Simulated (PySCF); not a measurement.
Run record: geometry optimisation, `CC(=O)[O-]` (acetate ion).

Computed with PBE0-D3(BJ)/def2-SVP geometry optimisation, gas phase (PySCF 2.14.0). Start geometry: GFN2-xTB. The input is one job of a driver script: a line of settings, then coordinates in Å.

Command:
```bash
OMP_NUM_THREADS=1 python probes_run.py task.json out
```

Input:
```
{"job": {"xc": "PBE0", "basis": "def2-SVP", "d3": "d3bj", "grid": 1, "shake": 0.01, "kind": "geom"}, "charge": -1, "multiplicity": 1}
C     -0.650160    -0.037420     0.073340
C      0.899500     0.025230    -0.101040
O      1.387220     1.154940    -0.219190
O      1.499660    -1.073120    -0.107070
H     -1.075290     0.991620     0.119080
H     -0.929190    -0.560240     0.970280
H     -1.097790    -0.530120    -0.785310
```

Task: Estimate the output.

Result: 
```
step   0  E = -228.08246790  max force = 0.026876
step   1  E = -228.08405622  max force = 0.006073
step   2  E = -228.08403646  max force = 0.004479
step   3  E = -228.08416347  max force = 0.003094
step   4  E = -228.08415019  max force = 0.004342
step   5  E = -228.08418943  max force = 0.000971
step   6  E = -228.08419230  max force = 0.000083
optimisation converged
```

Energies in Eh; «max force» is the largest Cartesian gradient component in Eh/bohr.

Task: Give the first gradient maximum in eV/Å.

Result: With 1 Eh/bohr = 51.422 eV/Å, 1.382 eV/Å.

Task: At which steps does the energy rise by more than 1e-5 Eh?

Result: At steps 2 (+0.02 mEh) and 4 (+0.01 mEh).

Summary of the converged run: final energy -228.08419 Eh after 6 steps.

Task: Estimate the wall time. Hardware: one thread, Arm Neoverse V1 (aarch64), no GPU (shared host). And the peak memory of the process?

Result: About 8.7 s, with 0.31 GiB resident at the peak, the Python interpreter and its libraries included.
Labels such as C1 count atoms from 1, the log's own numbers from 0.
